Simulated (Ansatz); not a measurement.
# ZrO2: the cost of one run

Program: Ansatz 0.2.0, driven from Python. The levels of theory stand in the script. These are calculated values, not measurements.

## (1) The system

The structure is tetragonal, space group P4_2/nmc (No. 137). The conventional cell has a = 3.596 Å, b = 3.596 Å, c = 5.177 Å, α = 90.00°, β = 90.00°, γ = 90.00°. Zr (site symmetry -4m2) has 8 O at 2.08 to 2.37 Å in its first shell of neighbours. Around O (site symmetry 2mm) lie 4 Zr at 2.08 to 2.37 Å.

The script holds or builds the structure itself.

## (2) Script

Contents of zro2.py:

```python
'''What spin-orbit coupling does to the bands of ZrO2.'''

import ansatz as az


def main() -> None:
    zro2 = (
        az.Lattice.from_parameters(3.5961, 3.5961, 5.177, alpha=90, beta=90, gamma=90)
        .space_group(137, hermann_mauguin='P42/nmc', origin_choice=1)
        .atom('Zr', (0.0, 0.0, 0.0))
        .atom('O', (0.0, 0.5, 0.203))
    )

    base = (
        zro2.calculation()
        .functional('lda')
        .basis(510)  # a bare number is in eV
        .kpoints(6, 6, 4, center='gamma')  # sampling of the Brillouin zone
        .occupations(az.OccupationsMethod.FIXED)  # no smearing
        .band_table()
    )
    for label, variant in (('scalar-relativistic', base), ('spin-orbit', base.spin(soc=True))):
        summary = variant.run(threads=1, backend='cpu').report
        zero = summary['band_edges_ev'][0] if summary.get('band_edges_ev') else summary['fermi_energy_ev']
        near = [round(e - zero, 3) for e in summary['eigenvalues_ev'][0] if abs(e - zero) < 3]
        print(label)
        print('  band edges (eV):', [round(e, 3) for e in summary.get('band_edges_ev') or []] or 'none reported')
        print('  levels at k =', summary['kpoints_frac'][0], 'within 3 eV of the zero:', near)


if __name__ == '__main__':
    main()
```

## (3) The input behind the calls

The package turns the script's settings into the engine's input (first run):

```yaml
crystal:
  lattice:
    a: 3.5961
    b: 3.5961
    c: 5.177
    alpha: 90.0
    beta: 90.0
    gamma: 90.0
  space_group: 137
  setting:
    hermann_mauguin: P42/nmc
    origin_choice: 1
  atoms:
    - { symbol: Zr, position: [0.0, 0.0, 0.0] }
    - { symbol: O, position: [0.0, 0.5, 0.203] }
basis:
  ecutwfc: 510.0
kpoints:
  mp_grid:
    grid: [6, 6, 4]
    shift: [0.0, 0.0, 0.0]
hamiltonian:
  xc: lda
scf:
  occupations:
    method: fixed
output:
  eigenvalues: true
```

## (4) The run

Launch:

```console
> python zro2.py
```

**Question.** How long does this script take on 1 thread of Arm Neoverse V1, shared host, and how much memory does it need?

About 40 s, with a peak of 0.63 GiB.
